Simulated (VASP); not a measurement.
# Cu (I4/mmm) in VASP: a series of runs, part 2 of 2

VASP 6.6.1. Earlier steps stand in the parts before.

### Step 3. Single point, r2SCAN

Input file INCAR:

```
PREC = Accurate
ENCUT = 520
EDIFF = 1E-7
ISMEAR = -1
SIGMA = 0.05
LREAL = F
LASPH = T
NELM = 60
ALGO = Normal
ISIF = 2
LWAVE = F
LCHARG = F
METAGGA = R2SCAN
LMIXTAU = T
NBANDS = 12
```

Input file KPOINTS:

```
regular mesh
0
Gamma
  13 13 13
```

Input file POSCAR:

```
Cu
1.0
   -1.4427933200      1.4427933200      1.3760814500
    1.4427933200     -1.4427933200      1.3760814500
    1.4427933200      1.4427933200     -1.3760814500
Cu
1
Direct
    0.0000000000      0.0000000000      0.0000000000
```

Potentials or basis: VASP PAW PBE potentials, release 64 (Cu).

Launch:

```bash
cat potpaw_PBE.64/Cu/POTCAR > POTCAR
mpirun -np 1 vasp_std > vasp.out
```

OUTCAR:

```text
PREC = Accurate
   ENCUT = 520
   EDIFF = 1E-7
   ISMEAR = -1
   LREAL = F
   LASPH = T
   NELM = 60
   ISIF = 2
   METAGGA = R2SCAN

 ion  position               nearest neighbor table
   1  0.000  0.000  0.000-

  LATTYP: Found a body centered tetragonal cell.
 ALAT       =     2.8855866400
 C/A-ratio  =     0.9537620052

  Lattice vectors:

 A1 = (  -1.4427933200,   1.4427933200,   1.3760814500)
 A2 = (   1.4427933200,  -1.4427933200,   1.3760814500)
 A3 = (   1.4427933200,   1.4427933200,  -1.3760814500)

Analysis of symmetry for initial positions (statically):
=====================================================================
 Subroutine PRICEL returns:
 Original cell was already a primitive cell.

 Routine SETGRP: Setting up the symmetry group for a
 body centered tetragonal supercell.

 Subroutine GETGRP returns: Found 16 space group operations
 (whereof 16 operations were pure point group operations)
 out of a pool of 16 trial point group operations.

The static configuration has the point symmetry D_4h.

Analysis of symmetry for dynamics (positions and initial velocities):
[... 158 lines left out ...]

 val. band max:        7.7080688203   @ k =  -0.0769  -0.4615   0.0769
 cond. band min:       7.7343118604   @ k =  -0.2308   0.4615   0.0769
 fundamental gap:      0.0262430401
 Fermi energy:         7.7271785444

 k-point     1 :       0.0000    0.0000    0.0000
  band No.  band energies     occupation
      1      -2.1297      2.00000
      2       4.3460      2.00000
      3       4.5404      2.00000
      4       4.5407      2.00000
      5       5.4130      2.00000
      6       5.6162      2.00000
      7      33.6236      0.00000
      8      33.6237      0.00000
      9      34.9384      0.00000
     10      37.9183      0.00000
     11      38.0990      0.00000
     12      38.0991      0.00000
[... 331 lines left out ...]
 k-point    24 :       0.4615    0.1538    0.0000
  band No.  band energies     occupation
      1       2.7723      2.00000
      2       3.7014      2.00000
      3       4.8290      2.00000
      4       5.5001      2.00000
      5       5.8516      2.00000
      6       8.6945      0.00000
      7      13.6024      0.00000
      8      20.5811      0.00000
      9      25.9647      0.00000
     10      32.4581      0.00000
     11      38.5236      0.00000
     12      40.9820      0.00000

 [... further k-points ...]
[... 5 lines left out ...]
  --------------------------------------------------------------------------------------
  -------------------------------------------------------------------------------------
  Total        0.0725353      0.0725353      0.0690118      0.0000000      0.0000000     -0.0000000
  in kB       10.1425574     10.1425574      9.6498684      0.0000000      0.0000000     -0.0000000
  external PRESSURE =       9.9783277 kB  Pullay stress =       0.0000000 kB

 VOLUME and BASIS-vectors are now :
 -----------------------------------------------------------------------------
  energy-cutoff  :      520.00
  volume of cell :       11.46
      direct lattice vectors                 reciprocal lattice vectors
    -1.442793320  1.442793320  1.376081450     0.000000000  0.346549983  0.363350585
     1.442793320 -1.442793320  1.376081450     0.346549983  0.000000000  0.363350585
     1.442793320  1.442793320 -1.376081450     0.346549983  0.346549983  0.000000000

 POSITION                                       TOTAL-FORCE (eV/Angst)
 -----------------------------------------------------------------------------------
      0.00000      0.00000      0.00000         0.000000      0.000000     -0.000000
 -----------------------------------------------------------------------------------
    total drift:                                0.000000      0.000000      0.000000

  FREE ENERGIE OF THE ION-ELECTRON SYSTEM (eV)
  ---------------------------------------------------
  free  energy   TOTEN  =       -10.7968594079 eV

  energy  without entropy=      -10.7944299496  energy(sigma->0) =      -10.79564468
```

OSZICAR:

```text
N       E                     dE             d eps       ncg     rms          rms(c)
DAV:   1     0.355122870714E+02    0.35512E+02   -0.55710E+03  5264   0.159E+03
DAV:   2    -0.118564277697E+02   -0.47369E+02   -0.43910E+02  4864   0.213E+02
DAV:   3    -0.133134145134E+02   -0.14570E+01   -0.14482E+01  5484   0.427E+01
DAV:   4    -0.133238206384E+02   -0.10406E-01   -0.10405E-01  5236   0.319E+00
DAV:   5    -0.133239427073E+02   -0.12207E-03   -0.12207E-03  5516   0.354E-01    0.772E+00
DAV:   6    -0.113612666874E+02    0.19627E+01   -0.23060E+01  5900   0.951E+01    0.557E+00
DAV:   7    -0.108077458627E+02    0.55352E+00   -0.48700E+00  5804   0.411E+01    0.557E-01
DAV:   8    -0.108018006450E+02    0.59452E-02   -0.95365E-02  5860   0.588E+00    0.904E-01
DAV:   9    -0.107963458770E+02    0.54548E-02   -0.13687E-01  5796   0.691E+00    0.119E-01
DAV:  10    -0.107968553045E+02   -0.50943E-03   -0.12695E-03  5192   0.546E-01    0.112E-01
DAV:  11    -0.107968539653E+02    0.13392E-05   -0.33753E-04  7092   0.270E-01    0.537E-02
DAV:  12    -0.107968346396E+02    0.19326E-04   -0.47064E-04  5428   0.343E-01    0.178E-02
DAV:  13    -0.107968590427E+02   -0.24403E-04   -0.85797E-05  5004   0.121E-01    0.613E-03
DAV:  14    -0.107968582744E+02    0.76828E-06   -0.24616E-06  5308   0.232E-02    0.127E-03
DAV:  15    -0.107968597910E+02   -0.15165E-05   -0.39502E-07  5584   0.107E-02    0.190E-04
DAV:  16    -0.107968591493E+02    0.64166E-06   -0.26558E-08  2744   0.250E-03    0.463E-05
DAV:  17    -0.107968594341E+02   -0.28482E-06   -0.84935E-09  2420   0.109E-03    0.840E-05
DAV:  18    -0.107968594079E+02    0.26235E-07   -0.14956E-09  2432   0.653E-04
   1 F= -.10796859E+02 E0= -.10795645E+02  d E =-.242946E-02
```

stdout:

```text
POSCAR found type information on POSCAR Cu
 POSCAR found :  1 types and       1 ions
 scaLAPACK will be used
 -----------------------------------------------------------------------------
|                                                                             |
|                                                                             |
|     You enforced a specific xc type in the INCAR file but a different       |
|     I HOPE YOU KNOW WHAT YOU ARE DOING!                                     |
|                                                                             |
 -----------------------------------------------------------------------------

 LDA part: xc-table for (None), standard interpolation
 POSCAR, INCAR and KPOINTS ok, starting setup
 FFT: planning ... GRIDC
 FFT: planning ... GRID_SOFT
 FFT: planning ... GRID
 WAVECAR not read
 entering main loop
```

It took 49 s on 1 thread of Intel Xeon 6975P-C (Granite Rapids), shared host; peak memory 0.14 GiB.

What came out:

```
Free energy            : -10.7969 eV
Pressure               : 1.0 GPa
Band gap on the k mesh : none (metal or under the smearing width)
```

Caveat: the PAW data sets were made with another functional, which shifts forces and pressure a little.

### Step 4. Relaxation of cell and atoms, PBEsol

Input file INCAR:

```
ALGO = Fast
EDIFF = 1E-6
EDIFFG = -0.01
ENCUT = 600
GGA = PS
IBRION = 2
ISIF = 3
ISMEAR = -1
LASPH = T
LCHARG = F
LREAL = F
LWAVE = F
NELM = 60
NSW = 40
PREC = Accurate
SIGMA = 0.05
```

Input file KPOINTS:

```
k-points
0
Gamma
  12 12 12
```

POSCAR is that of step 3.

Launch:

```bash
cat potpaw_PBE.64/Cu/POTCAR > POTCAR
mpirun -np 1 vasp_std > vasp.out
```

It took 1.9 min on 1 thread of Intel Xeon Platinum 8259CL at 2.50GHz (Skylake/Cascade Lake), shared host; peak memory 0.15 GiB.

Results (log left out):

| Property | Result |
| --- | --- |
| Free energy | -4.2640 eV |
| Relaxed volume | 11.42 Å³/atom |
| Relaxed cell | a = 2.462 Å, b = 2.462 Å, c = 2.462 Å, α = 107.12°, β = 107.12°, γ = 114.28° |
| Space group after relaxing (to 0.05 Å) | I4/mmm (No. 139) |
| Energy gained by relaxing | 2.6 meV/atom |
| Ionic steps | 9 |
| Pressure after relaxing | 0.0 GPa |
| Band gap on the k mesh | none (metal or under the smearing width) |

The path:
```tsv
step	energy change (eV)	largest force (eV/Å)	pressure (GPa)	volume (Å³)
1	0.0000	0.0000	-0.73	11.46
2	-0.0006	0.0000	0.68	11.37
3	-0.0006	0.0000	0.67	11.36
4	-0.0011	0.0000	0.65	11.36
5	-0.0023	0.0000	0.39	11.37
6	-0.0017	0.0000	0.90	11.37
7	-0.0026	0.0000	1.06	11.37
8	-0.0024	0.0000	-1.32	11.50
9	-0.0026	0.0000	-0.01	11.42
```

Final structure:
```
Cu
1.0
    -1.46206    1.46206    1.33570
     1.46206   -1.46206    1.33570
     1.46206    1.46206   -1.33570
Cu
1
Direct
  0.00000 0.00000 0.00000
```

Levels at points of the mesh, in eV from the Fermi level:
| k point | band 2 | band 3 | band 4 | band 5 | band 6 | band 7 | band 8 | band 9 |
| --- | --- | --- | --- | --- | --- | --- | --- | --- |
| (0.00, 0.00, 0.00) | -3.46 | -3.08 | -3.08 | -2.41 | -1.99 | 24.24 | 24.24 | 26.91 |
| (0.50, 0.00, 0.00) | -4.12 | -2.21 | -1.85 | -1.40 | -0.45 | 4.88 | 17.02 | 17.09 |
| (0.50, 0.50, 0.00) | -3.65 | -2.49 | -2.14 | -1.44 | -1.16 | 3.86 | 19.44 | 19.86 |
| (0.50, 0.50, 0.50) | -4.81 | -1.60 | -1.60 | -1.50 | 7.17 | 7.17 | 10.75 | 12.95 |

Caveat: the PAW data sets were made with another functional, which shifts forces and pressure a little.

### Step 5. The runs side by side

```tsv
task	level	cell	k mesh	cutoff (eV)	smearing	ladder	gap on the mesh (eV)	pressure (GPa)
relaxation of the atoms	r2SCAN	atoms relaxed from: cell strained at random at fixed volume	10 × 10 × 10	520	methfessel-paxton 0.1 eV	-	none	1.8
single point	r2SCAN	as given	13 × 13 × 13	520	fermi-dirac 0.05 eV	-	none	1.0
relaxation of cell and atoms	PBEsol	relaxed	12 × 12 × 12	600	fermi-dirac 0.05 eV	gaps	none	0.0
```

Alike in all rows: potentials or basis VASP PAW PBE potentials, release 64 (Cu); no spin polarisation.

Caveats: the PAW data sets were made with another functional, which shifts forces and pressure a little; the relaxation stopped at its first step, so nothing moved (some runs).

Total energies depend on the potentials used, so only differences within one code and one set of settings carry meaning.
